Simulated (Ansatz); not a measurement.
## ZrC: all-electron results

```yaml
crystal:
  lattice:
    - [3.88824, 0.00000, 0.00000]
    - [-1.94412, 3.36731, 0.00000]
    - [0.00000, 0.00000, 4.71394]
  atoms:
    - { symbol: Zr, position: [0.33333, 0.66667, 0.94219] }
    - { symbol: Zr, position: [0.66667, 0.33333, 0.44219] }
    - { symbol: C, position: [0.33333, 0.66667, 0.43381] }
    - { symbol: C, position: [0.66667, 0.33333, 0.93381] }
```

Atoms are numbered in the order listed.

The cell was built from the wurtzite type and relaxed in the same program, and has space group P6_3mc; it needn't be a known or the stable phase.

Levels of theory: DFT, PBE, all-electron LAPW, scalar-relativistic (Ansatz 0.2.0); DFT, PBE, PAW with Ansatz's default frozen-core files, scalar-relativistic (Ansatz 0.2.0).

For LAPW: a Γ-centred 13×13×7 k mesh, Fermi–Dirac smearing of 0.05 eV, basis error target 0.5 meV/atom, no spin polarisation. PAW takes a cutoff of 420 eV at this cell. The Ansatz runs share mesh, smearing and spin set-up. Values come from LAPW unless marked.

```
Band gap              : none: bands cross the Fermi level, a metal
Volume per atom       : 15.43 Å³
Pressure at this cell : 0.04 GPa
```

(1) Predict this quantity. Bader charges (from the PAW run).

(2) Löwdin charges (with 0.08 e of the cell spilling out of the atomic basis, so their sizes and signs hang on that basis): what does the calculation give?

(3) Density of states at the Fermi level (0.2 eV bin): what does the calculation give?

## Answers

(1) Zr1 +1.92, C3 -1.92 e.

(2) Zr1 0.87, C3 -0.83 e.

(3) 0.16 states/eV per cell.
